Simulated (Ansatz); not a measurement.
# Ruthenium, simple cubic under PBEsol: structure, energy and stiffness

The plan for ruthenium in the simple cubic structure: relax it, solve it on a dense k-mesh, then scale the cell to 7 volumes from 88 to 112 % of the relaxed one and try a fit of the equation of state. Spin polarisation is left out. The k-meshes are 13×13×13 for the relaxation; 21×21×21 for the dense run; 14×14×14 for the volumes.

This is Ru in the simple cubic structure; at room conditions it is hcp.

Method: DFT PBEsol, plane waves (420 eV) with PAW, scalar-relativistic; PBE-made PAW files, in Ansatz 0.2.0.

### 1 The system as given

It takes space group Pm-3m (No. 221, cubic). Conventional cell: a = 2.446 Å, b = 2.446 Å, c = 2.446 Å, α = 90.00°, β = 90.00°, γ = 90.00°. Ru (site symmetry m-3m) has 6 Ru at 2.45 Å as nearest neighbours.

As a file:

```xyz
1
Lattice="2.4463 0.0000 0.0000 0.0000 2.4463 0.0000 0.0000 0.0000 2.4463" Properties=species:S:1:pos:R:3 pbc="T T T"
Ru    0.0000    0.0000    0.0000
```

### 2 Relaxing cell and atoms

Input file input.yaml:

```yaml
crystal:
  lattice:
    - [2.4462764308, 0.0, 0.0]
    - [0.0, 2.4462764308, 0.0]
    - [0.0, 0.0, 2.4462764308]
  atoms:
    - { symbol: Ru, position: [0.0, 0.0, 0.0] }
hamiltonian:
  xc: pbesol
  pseudopotentials:
    kind: paw
    azcp:
      Ru: "pseudopotentials/Ru.paw.azcp"
basis:
  ecutwfc: 420
  fft_grid_basis: typed
kpoints:
  mp_grid: { grid: [13, 13, 13], shift: [0, 0, 0] }
magnetization:
  spin_polarized: false
scf:
  occupations: { method: fermi_dirac, width: 0.1 }
relax:
  max_steps: 60
  f_tol: 0.01
  cell: {}
output:
  write_density: true
  write_potential: true
  elf: true
  volumetric_format: npy
```

The log of the run:

```text
Warning: <dir> the record states the generating functional pbe (its physics header spells it `PBE`), which answers neither for hamiltonian.xc's functional nor for the pbesol family's — results may be inconsistent (PPs are generated against a specific XC)
Warning: RAYON_NUM_THREADS=2 ignored (pool sized by the plan → 2); use --threads N
Engine: ansatz 0.2.0, aarch64-unknown-linux-gnu
Pseudopotentials: kind: paw
Pseudopotential: Ru, paw, valence charge 16, recommended cutoff 420 eV (normal), <dir>
Functional definition: PBEsol
  exchange = pbesol_x
  correlation = pbesol_c
Crystal: 1 atoms, lattice volume = 14.639 Å³
Basis set: ecut = 420 eV, 257 PW (Γ), exchange–correlation on 36×36×36 points (8 copies of the dense FFT grid, shifted against one another)
Bands: 12, of which v1, the nominal top of the filled ones, is band 8 counted from 1 (7 counted from 0)
Symmetry: 48 space group operations
Space group: Pm-3m (ITA 221), of the structure as read, at distance tolerance 2.4e-5 Å
k-points: 84 of 2197
Non-local potential: Ru, projectors of the file, l = 0: 3, l = 1: 2, l = 2: 2, l = 3: 1
PAW form: soft (Blöchl's): semilocal exchange-correlation on the pseudo side does not see the compensation charge
PAW frozen core: Ru, regenerated for the run's functional, and the local potential with it (the file was generated under x = pbe(κ = 0.804, μ = 0.2195149727645171), c = pbe(β = 0.06672455060314922))
PAW one-centre angular grid: Ru, 590 points (default); XC on 64 Gauss nodes
Initial density: superposition of atomic densities (neutral atoms: chi_scale 0, normalization atom), corrected by the library's trained network
Initial wavefunctions: pseudopotential atomic-orbital guess
Functional: x = pbesol(κ = 0.804, μ = 0.12345679012345678), c = pbesol(β = 0.046)
SCF iter   1: F=—  HF=-5815.284038 eV  |F-HF|=—  |Δ(HF+E_count)|=         —  Δρ=1.42e-2  dr2=1.87e-2  ethr=1.77e-3  ⟨swp⟩=5.1  Hψ=5667  notcnv=0
preconditioner: auto → none  [metal: Δε(μ)=0.049 eV  Ē_g=10.950 eV  σ=0.100 eV  W_gap=0.12  n_scr=6 (ndim 8)  ℏωp=27.5 eV  f_vac=0.000  D(μ)=1.19/eV (n_scr^D=18)  sad-step TF]
SCF iter   2: F=—  HF=-5815.278210 eV  |F-HF|=—  |Δ(HF+E_count)|=   5.83e-3  Δρ=6.05e-3  dr2=2.92e-3  ethr=1.17e-4  ⟨swp⟩=1.0  Hψ=1683  notcnv=0
SCF iter   3: F=—  HF=-5815.277678 eV  |F-HF|=—  |Δ(HF+E_count)|=   5.32e-4  Δρ=8.85e-4  dr2=4.05e-5  ethr=1.82e-5  ⟨swp⟩=2.2  Hψ=1584  notcnv=0
SCF iter   4: F=—  HF=-5815.277749 eV  |F-HF|=—  |Δ(HF+E_count)|=   7.13e-5  Δρ=1.36e-4  dr2=2.08e-6  ethr=2.53e-7  ⟨swp⟩=2.9  Hψ=1636  notcnv=0
iter 5 did not close the SCF: its close was put off for the readings that it lacked (scf_convergence_deferred on its scf_iter line)
SCF iter   5: F=-5815.277749 eV  HF=-5815.277749 eV  |F-HF|=1.92e-8  |Δ(HF+E_count)|=   5.49e-7  Δρ=2.24e-5  dr2=3.42e-8  ethr=1.30e-8  ⟨swp⟩=2.9  Hψ=1661  notcnv=0
SCF iter   6: F=-5815.277749 eV  HF=-5815.277749 eV  |F-HF|=4.12e-10  |Δ(HF+E_count)|=   9.44e-9  Δρ=3.57e-6  dr2=6.42e-10  ethr=2.14e-10  ⟨swp⟩=4.9  Hψ=5539  notcnv=0
SCF 1 converged in 6 iterations: F = -5815.277749 eV  dr2 = 6.42e-10
relax step   1: F+E_penalty+E_count = -5815.27774861 eV  Δ(F+E_penalty+E_count) = +0.000e0 eV  max|allowed force component| = 0.000e0 eV/Å  Δτ_max = 0.0000 Å  P = +11.505 GPa  Ω = 14.639 Å³  (6 SCF iters, dr2 threshold 1.00e-7 eV, accepted)
Crystal: 1 atoms, lattice volume = 15.566 Å³
Basis set: ecut = 420 eV, 305 PW (Γ), exchange–correlation on 36×36×36 points (8 copies of the dense FFT grid, shifted against one another)
Initial density: handed on by an earlier stage of this run
Initial wavefunctions: those handed on with the density
iter 1 solved again at ethr=3.94e-6 eV; its pass at ethr=3.10e-3 eV (dr2=6.30e-4 eV) is discarded
SCF iter   1: F=—  HF=-5815.295006 eV  |F-HF|=—  |Δ(HF+E_count)|=         —  Δρ=2.66e-3  dr2=6.38e-4  ethr=3.94e-6  ⟨swp⟩=2.5  Hψ=7588  notcnv=0
preconditioner: auto → none  [metal: Δε(μ)=0.036 eV  Ē_g=10.386 eV  σ=0.100 eV  W_gap=0.09  n_scr=6 (ndim 8)  ℏωp=26.6 eV  f_vac=0.000  D(μ)=1.35/eV (n_scr^D=18)]
SCF iter   2: F=—  HF=-5815.295030 eV  |F-HF|=—  |Δ(HF+E_count)|=   2.46e-5  Δρ=1.38e-3  dr2=9.99e-5  ethr=3.94e-6  ⟨swp⟩=2.1  Hψ=1320  notcnv=0
SCF iter   3: F=—  HF=-5815.295085 eV  |F-HF|=—  |Δ(HF+E_count)|=   5.48e-5  Δρ=5.02e-4  dr2=1.58e-5  ethr=6.24e-7  ⟨swp⟩=2.5  Hψ=1657  notcnv=0
SCF iter   4: F=—  HF=-5815.295095 eV  |F-HF|=—  |Δ(HF+E_count)|=   1.01e-5  Δρ=3.42e-5  dr2=1.01e-7  ethr=9.90e-8  ⟨swp⟩=2.4  Hψ=1348  notcnv=0
SCF iter   5: F=-5815.295095 eV  HF=-5815.295095 eV  |F-HF|=3.82e-11  |Δ(HF+E_count)|=   4.87e-8  Δρ=3.61e-6  dr2=3.16e-10  ethr=6.25e-10  ⟨swp⟩=7.0  Hψ=5398  notcnv=0
SCF 2 converged in 5 iterations: F = -5815.295095 eV  dr2 = 3.16e-10
relax step   2: F+E_penalty+E_count = -5815.29509523 eV  Δ(F+E_penalty+E_count) = -1.735e-2 eV  max|allowed force component| = 0.000e0 eV/Å  Δτ_max = 0.0000 Å  P = -4.499 GPa  Ω = 15.566 Å³  energy of the carried Pulay correction = -2.839e-4 eV  (5 SCF iters, dr2 threshold 1.00e-7 eV, accepted)
Crystal: 1 atoms, lattice volume = 15.294 Å³
iter 1 solved again at ethr=4.94e-7 eV; its pass at ethr=3.10e-3 eV (dr2=7.91e-5 eV) is discarded
SCF iter   1: F=—  HF=-5815.299340 eV  |F-HF|=—  |Δ(HF+E_count)|=         —  Δρ=8.17e-4  dr2=6.57e-5  ethr=4.94e-7  ⟨swp⟩=2.0  Hψ=7024  notcnv=0
preconditioner: auto → none  [metal: Δε(μ)=0.035 eV  Ē_g=10.542 eV  σ=0.100 eV  W_gap=0.09  n_scr=6 (ndim 8)  ℏωp=26.9 eV  f_vac=0.000  D(μ)=1.30/eV (n_scr^D=18)]
SCF iter   2: F=—  HF=-5815.299357 eV  |F-HF|=—  |Δ(HF+E_count)|=   1.71e-5  Δρ=4.09e-4  dr2=8.72e-6  ethr=4.10e-7  ⟨swp⟩=2.1  Hψ=1330  notcnv=0
SCF iter   3: F=—  HF=-5815.299359 eV  |F-HF|=—  |Δ(HF+E_count)|=   1.79e-6  Δρ=1.58e-4  dr2=1.40e-6  ethr=5.45e-8  ⟨swp⟩=2.4  Hψ=1691  notcnv=0
SCF iter   4: F=-5815.299360 eV  HF=-5815.299360 eV  |F-HF|=2.10e-9  |Δ(HF+E_count)|=   8.59e-7  Δρ=9.86e-6  dr2=8.11e-9  ethr=6.25e-10  ⟨swp⟩=5.8  Hψ=5648  notcnv=0
SCF 3 converged in 4 iterations: F = -5815.299360 eV  dr2 = 8.11e-9
relax step   3: F+E_penalty+E_count = -5815.29935994 eV  Δ(F+E_penalty+E_count) = -4.265e-3 eV  max|allowed force component| = 0.000e0 eV/Å  Δτ_max = 0.0000 Å  P = -0.354 GPa  Ω = 15.294 Å³  energy of the carried Pulay correction = -2.023e-4 eV  (4 SCF iters, dr2 threshold 1.00e-7 eV, accepted)
Crystal: 1 atoms, lattice volume = 15.271 Å³
iter 1 solved again at ethr=2.05e-9 eV; its pass at ethr=3.10e-3 eV (dr2=3.28e-7 eV) is discarded
SCF iter   1: F=—  HF=-5815.299371 eV  |F-HF|=—  |Δ(HF+E_count)|=         —  Δρ=6.70e-5  dr2=3.66e-7  ethr=2.05e-9  ⟨swp⟩=3.0  Hψ=7287  notcnv=0
preconditioner: auto → none  [metal: Δε(μ)=0.037 eV  Ē_g=10.557 eV  σ=0.100 eV  W_gap=0.09  n_scr=6 (ndim 8)  ℏωp=26.9 eV  f_vac=0.000  D(μ)=1.30/eV (n_scr^D=18)]
SCF iter   2: F=-5815.299391 eV  HF=-5815.299391 eV  |F-HF|=3.21e-8  |Δ(HF+E_count)|=   2.05e-5  Δρ=3.49e-5  dr2=6.09e-8  ethr=6.25e-10  ⟨swp⟩=5.6  Hψ=5604  notcnv=0
SCF 4 converged in 2 iterations: F = -5815.299391 eV  dr2 = 6.09e-8
relax step   4: F+E_penalty+E_count = -5815.29939118 eV  Δ(F+E_penalty+E_count) = -3.125e-5 eV  max|allowed force component| = 0.000e0 eV/Å  Δτ_max = 0.0000 Å  P = +0.013 GPa  Ω = 15.271 Å³  energy of the carried Pulay correction = -1.954e-4 eV  (2 SCF iters, dr2 threshold 1.00e-7 eV, accepted)
Initial wavefunctions: pseudopotential atomic-orbital guess (no wavefunctions were taken with the density)
iter 1 solved again at ethr=1.04e-8 eV; its pass at ethr=3.10e-3 eV (dr2=1.67e-6 eV) is discarded
SCF iter   1: F=—  HF=-5815.299530 eV  |F-HF|=—  |Δ(HF+E_count)|=         —  Δρ=1.21e-4  dr2=1.55e-7  ethr=1.04e-8  ⟨swp⟩=3.1  Hψ=8645  notcnv=0
preconditioner: auto → none  [metal: Δε(μ)=0.037 eV  Ē_g=10.556 eV  σ=0.100 eV  W_gap=0.09  n_scr=6 (ndim 8)  ℏωp=26.9 eV  f_vac=0.000  D(μ)=1.30/eV (n_scr^D=18)]
SCF iter   2: F=—  HF=-5815.299551 eV  |F-HF|=—  |Δ(HF+E_count)|=   2.12e-5  Δρ=6.02e-5  dr2=3.85e-8  ethr=9.69e-10  ⟨swp⟩=1.0  Hψ=1009  notcnv=0
SCF iter   3: F=—  HF=-5815.299551 eV  |F-HF|=—  |Δ(HF+E_count)|=   2.04e-7  Δρ=8.93e-7  dr2=6.26e-11  ethr=2.41e-10  ⟨swp⟩=2.0  Hψ=1287  notcnv=0
SCF iter   4: F=—  HF=-5815.299551 eV  |F-HF|=—  |Δ(HF+E_count)|=  2.27e-11  Δρ=6.53e-7  dr2=6.05e-11  ethr=1.00e-12  ⟨swp⟩=6.1  Hψ=4457  notcnv=0
SCF iter   5: F=-5815.299551 eV  HF=-5815.299551 eV  |F-HF|=0.00e0  |Δ(HF+E_count)|=  2.91e-11  Δρ=9.24e-8  dr2=2.25e-13  ethr=1.00e-12  ⟨swp⟩=3.4  Hψ=4229  notcnv=0
SCF 5 converged in 5 iterations: F = -5815.299551 eV  dr2 = 2.25e-13
relax step   5: F+E_penalty+E_count = -5815.29955115 eV  Δ(F+E_penalty+E_count) = -1.600e-4 eV  max|allowed force component| = 0.000e0 eV/Å  Δτ_max = 0.0000 Å  P = -0.000 GPa  Ω = 15.271 Å³  stress off target by 4.40e-4 GPa  SCF on the basis re-selected at this cell (its energy is not comparable with the rows above)  (5 SCF iters)
basis re-selected at this cell: Δ(F+E_penalty+E_count) = -1.600e-4 eV, ΔP = -0.013 GPa vs the last step (what re-selecting the basis moved, of the pressure what is left beyond the Pulay correction that the steps carried, after the strain that the cell walked since its last selection, with what the two solves' SCF thresholds leave and, on support functions, any second-order correction that the steps lacked; it is no measure of the basis error at this ecutwfc). This SCF's stress stands 4.40e-4 GPa from its target on what of the cell is left free (relax.cell.stress_tol is 5.00e-2 GPa) and its largest allowed force component is 0.00e0 eV/Å (relax.f_tol is 1.00e-2 eV/Å): within both
SCF converged after 5 iterations
Free energy (F): -5815.299551 eV
Harris-Foulkes:  -5815.299551 eV  (|F-HF|=0.00e0)
Internal energy: -5815.255069 eV  (E = F + TS)
E sigma→0 (E₀):  -5815.277310 eV
Entropy (-TS):   -0.044482 eV (-44.482 meV/atom)
Fermi energy:    20.431146 eV
--- Per-component energies (eV) ---
  E_band       = -100.077068
  E_kinetic    = 516.016827
  E_local      = -1461.878615  (includes V_loc(G=0)·N_el)
  E_nonlocal   = 347.418979
  E_hartree    = 480.195439
  E_xc         = -188.801660
  E_vxc        = -237.796173  (∫ρ·V_xc dr)
  E_paw        = -3400.602929  (= ΣΔE_a)
  E_vpaw       = -224.228785  (= ΣTr[D̂ρ^β])
  E_aug_tail   = -0.000177  (compensation charges beyond the density's cutoff)
  E_ewald      = -2107.856229
  E_core_change = 0.253296  (= ΣΔE_core)
  E_smearing   = -0.044482  (= −TS)
  E_closure    = -0.000000  (closes the sum)
  Σ components = -5815.299551   (vs F -5815.299551, Δ=0.00e0)
--- Forces (eV/Å), atoms counted from 1 ---
  atom   1  Ru     0.00000000    -0.00000000    -0.00000000
  max |Σ_I F_I| component: 8.22e-33 eV/Å
--- Stress (GPa, compression-positive) ---
       -0.000440      -0.000000      -0.000000
       -0.000000      -0.000440      -0.000000
       -0.000000      -0.000000      -0.000440
  P = ⅓ Tr σ = -0.0004 GPa (-0.004 kbar)
--- Band table (eV; the first three rows and the last of 84) ---
  k-point 0: bands = ["-52.5391", "-21.9141", "-21.9141", "-21.9141", "13.0312", "14.8287", "14.8287", "22.1606", "22.1606", "22.1606", "37.1658", "37.1658"]
  k-point 1: bands = ["-52.5305", "-21.9852", "-21.9081", "-21.9081", "13.2158", "14.8704", "15.0244", "21.9600", "21.9600", "22.1759", "36.1173", "37.5110"]
  k-point 2: bands = ["-52.5066", "-22.1799", "-21.8914", "-21.8914", "13.6892", "14.9880", "15.6419", "21.4404", "21.4404", "22.2185", "34.0302", "38.4443"]
  k-point 83: bands = ["-52.1024", "-22.7791", "-22.7772", "-22.7772", "15.4659", "15.5447", "15.5447", "24.0779", "24.0779", "29.6293", "32.6455", "33.6200"]
--- Relaxed structure (4 steps of the walk, 4 accepted, 1 SCFs on fresh bases) ---
  F+E_penalty+E_count = -5815.29955115 eV   max|allowed force component| = 0.000e0 eV/Å   (the final SCF, on the basis selected at the relaxed cell)
  cell:  # Å, volume = 15.2713 Å³
    - [2.4809936697461805, -6.034580492413339e-33, -2.5679065925163143e-34]
    - [-5.007417855406813e-33, 2.4809936697461805, 0.0]
    - [-2.5679065925163143e-34, 0.0, 2.4809936697461805]
  atoms:
    - { symbol: Ru, position: [0.0, 0.0, 0.0] }
```

Wall time 3.2 s (2 threads of Arm Neoverse V1, shared host); peak memory 0.28 GiB.

The walk, from the log:

```tsv
step	energy change (meV/atom)	largest force (eV/Å)	pressure (GPa)	volume (Å³/atom)
1	0.00	0.0000	11.51	14.639
2	-17.35	0.0000	-4.50	15.566
3	-21.61	0.0000	-0.35	15.294
4	-21.64	0.0000	0.01	15.271
5	-21.80	0.0000	0.00	15.271
```

Steps that repeat a cell are solved on a basis chosen anew, so their changes of energy are no gain of the relaxation.

Changes in the cell that was computed:

|  | before | after | change |
| --- | --- | --- | --- |
| a (Å) | 2.446 | 2.481 | +1.4 % |
| b (Å) | 2.446 | 2.481 | +1.4 % |
| c (Å) | 2.446 | 2.481 | +1.4 % |
| volume (Å³/atom) | 14.639 | 15.271 | +4.3 % |
| shortest distance (Å) | 2.446 | 2.481 | +1.4 % |
| space group (spins left aside) | Pm-3m | Pm-3m | same |

### 3 The energy on a finer k-mesh

Input file input.yaml:

```yaml
crystal:
  lattice:
    - [2.4809936697, 0.0, 0.0]
    - [0.0, 2.4809936697, 0.0]
    - [0.0, 0.0, 2.4809936697]
  atoms:
    - { symbol: Ru, position: [0.0, 0.0, 0.0] }
hamiltonian:
  xc: pbesol
  pseudopotentials:
    kind: paw
    azcp:
      Ru: "pseudopotentials/Ru.paw.azcp"
basis:
  ecutwfc: 420
  fft_grid_basis: typed
kpoints:
  mp_grid: { grid: [21, 21, 21], shift: [0, 0, 0] }
magnetization:
  spin_polarized: false
scf:
  occupations: { method: fermi_dirac, width: 0.1 }
output:
  write_density: true
  write_potential: true
  elf: true
  volumetric_format: npy
```

The log of the run, shortened:

```text
Warning: <dir> the record states the generating functional pbe (its physics header spells it `PBE`), which answers neither for hamiltonian.xc's functional nor for the pbesol family's — results may be inconsistent (PPs are generated against a specific XC)
Warning: RAYON_NUM_THREADS=2 ignored (pool sized by the plan → 2); use --threads N
[...]
Pseudopotentials: kind: paw
Pseudopotential: Ru, paw, valence charge 16, recommended cutoff 420 eV (normal), <dir>
Functional definition: PBEsol
[...]
Crystal: 1 atoms, lattice volume = 15.271 Å³
Basis set: ecut = 420 eV, 305 PW (Γ)
Bands: 12, of which v1, the nominal top of the filled ones, is band 8 counted from 1 (7 counted from 0)
Symmetry: 48 space group operations
Space group: Pm-3m (ITA 221), of the structure as read, at distance tolerance 2.5e-5 Å
k-points: 286 of 9261
[...]
SCF iter   1: F=—  HF=-5815.305834 eV  |F-HF|=—  |Δ(HF+E_count)|=         —  Δρ=1.21e-2  dr2=1.39e-2  ethr=1.77e-3  ⟨swp⟩=5.0  Hψ=19385  notcnv=0
[...]
SCF iter   6: F=-5815.301257 eV  HF=-5815.301257 eV  |F-HF|=1.76e-10  |Δ(HF+E_count)|=   4.08e-9  Δρ=2.72e-6  dr2=3.53e-10  ethr=1.60e-10  ⟨swp⟩=1.0  Hψ=10138  notcnv=0
[...]
SCF converged after 6 iterations
Free energy (F): -5815.301257 eV
[...]
E sigma→0 (E₀):  -5815.277445 eV
Entropy (-TS):   -0.047622 eV (-47.622 meV/atom)
Fermi energy:    20.438388 eV
[...]
--- Band table (eV; the first three rows and the last of 286) ---
  k-point 0: bands = ["-52.5314", "-21.9069", "-21.9069", "-21.9069", "13.0315", "14.8331", "14.8331", "22.1664", "22.1664", "22.1664", "37.1662", "37.1662"]
[...]
```

Run time: 2.3 s. Hardware: 2 threads of Arm Neoverse V1, shared host; peak memory 0.31 GiB.

Density in a lattice plane of the grid's cell (edges 2.48 and 2.48 Å, at 0.000 of the third edge), which holds Ru.

Ten even steps from ' ' (0.21 e/Å³) to '@' (10.13 e/Å³):
```
@@@@@@%%##++==::..              ..::==++##%%@@@@
@@%%%%##**==--::..              ..::--==**##%%%%
%%####**++--::....              ....::--++**####
**++++==--::....                  ....::--==++++
====----::....                      ....::----==
::::::....                              ....::::
......                                      ....
                                                
                                                
                                                
                                                
                                                
......                                      ....
::::::....                              ....::::
====----::....                      ....::----==
**++++==--::....                  ....::--==++++
%%####**++--::....              ....::--++**####
@@%%%%##**==--::..              ..::--==**##%%%%
@@@@@@%%##++==::..              ..::==++##%%@@@@
@@@@@@%%##++==::..              ..::==++##%%@@@@
```
Columns run along the first of these edges and rows up along the second, over one cell in 24 and 20 even steps from the bottom left corner. Atoms in the plane (fractional): Ru at (0.00, 0.00).

ELF in the same plane.

Ten even steps from ' ' (0.15) to '@' (0.66):
```
::--++##@@@@@@##**--::::::::::--**##@@@@@@##++--
++**##%%@@@@%%##++--::::::::::--++##%%@@@@%%##**
%%@@@@@@@@@@%%**==::::::::::::::==**%%@@@@@@@@@@
@@@@@@@@@@##**==--::::::::::::::--==**##@@@@@@@@
@@@@@@%%##**==--::....::::::....::--==**##%%@@@@
######**++==--::......::::::......::--==++**####
++++====--::::......::::::::::......::::--====++
------::::::......::::::::::::::......::::::----
::::::::::::::::::::::::::::::::::::::::::::::::
::::::::::::::::::::::::::::::::::::::::::::::::
::::::::::::::::::::::::::::::::::::::::::::::::
------::::::......::::::::::::::......::::::----
++++====--::::......::::::::::......::::--====++
######**++==--::......::::::......::--==++**####
@@@@@@%%##**==--::....::::::....::--==**##%%@@@@
@@@@@@@@@@##**==--::::::::::::::--==**##@@@@@@@@
%%@@@@@@@@@@%%**==::::::::::::::==**%%@@@@@@@@@@
++**##%%@@@@%%##++--::::::::::--++##%%@@@@%%##**
::--++##@@@@@@##**--::::::::::--**##@@@@@@##++--
  ..==##@@@@@@%%**==--::::::--==**%%@@@@@@##==..
```
Columns run along the first of these edges and rows up along the second, over one cell in 24 and 20 even steps from the bottom left corner. Atoms in the plane (fractional): Ru at (0.00, 0.00).

Both are smooth fields of the valence electrons: close to the nuclei they are not physical.

### 4 At 88 % of the relaxed volume

Input file input.yaml:

```yaml
crystal:
  lattice:
    - [2.3774964669, 0.0, 0.0]
    - [0.0, 2.3774964669, 0.0]
    - [0.0, 0.0, 2.3774964669]
  atoms:
    - { symbol: Ru, position: [0.0, 0.0, 0.0] }
hamiltonian:
  xc: pbesol
  pseudopotentials:
    kind: paw
    azcp:
      Ru: "pseudopotentials/Ru.paw.azcp"
basis:
  ecutwfc: 420
  fft_grid_basis: typed
kpoints:
  mp_grid: { grid: [14, 14, 14], shift: [0, 0, 0] }
magnetization:
  spin_polarized: false
scf:
  occupations: { method: fermi_dirac, width: 0.1 }
  lower_state_search: "off"
output:
  stress: true
  write_density: true
  write_potential: true
  elf: true
  volumetric_format: npy
```

The log of the run, shortened:

```text
Warning: <dir> the record states the generating functional pbe (its physics header spells it `PBE`), which answers neither for hamiltonian.xc's functional nor for the pbesol family's — results may be inconsistent (PPs are generated against a specific XC)
Warning: RAYON_NUM_THREADS=2 ignored (pool sized by the plan → 2); use --threads N
[...]
Pseudopotentials: kind: paw
Pseudopotential: Ru, paw, valence charge 16, recommended cutoff 420 eV (normal), <dir>
Functional definition: PBEsol
[...]
Crystal: 1 atoms, lattice volume = 13.439 Å³
Basis set: ecut = 420 eV, 251 PW (Γ)
Bands: 12, of which v1, the nominal top of the filled ones, is band 8 counted from 1 (7 counted from 0)
Symmetry: 48 space group operations
Space group: Pm-3m (ITA 221), of the structure as read, at distance tolerance 2.4e-5 Å
k-points: 120 of 2744
[...]
SCF iter   1: F=—  HF=-5815.090841 eV  |F-HF|=—  |Δ(HF+E_count)|=         —  Δρ=1.72e-2  dr2=2.53e-2  ethr=1.77e-3  ⟨swp⟩=5.0  Hψ=8022  notcnv=0
[...]
SCF iter   6: F=-5815.081505 eV  HF=-5815.081505 eV  |F-HF|=6.58e-10  |Δ(HF+E_count)|=   2.00e-8  Δρ=3.57e-6  dr2=8.31e-10  ethr=2.77e-10  ⟨swp⟩=5.1  Hψ=8101  notcnv=0
[...]
SCF converged after 6 iterations
Free energy (F): -5815.081505 eV
[...]
E sigma→0 (E₀):  -5815.060820 eV
Entropy (-TS):   -0.041371 eV (-41.371 meV/atom)
Fermi energy:    23.990909 eV
[...]
--- Stress (GPa, compression-positive) ---
       42.578616       0.000000       0.000000
        0.000000      42.578616       0.000000
        0.000000       0.000000      42.578616
  P = ⅓ Tr σ = 42.5786 GPa (425.786 kbar)
--- Band table (eV; the first three rows and the last of 120) ---
  k-point 0: bands = ["-49.3390", "-18.4237", "-18.4237", "-18.4237", "15.8192", "17.3256", "17.3256", "26.1074", "26.1074", "26.1074", "41.6685", "41.6685"]
[...]
```

Run time: 1.1 s. Hardware: 2 threads of Arm Neoverse V1, shared host; peak memory 0.27 GiB.

[end of part 1 of 2]
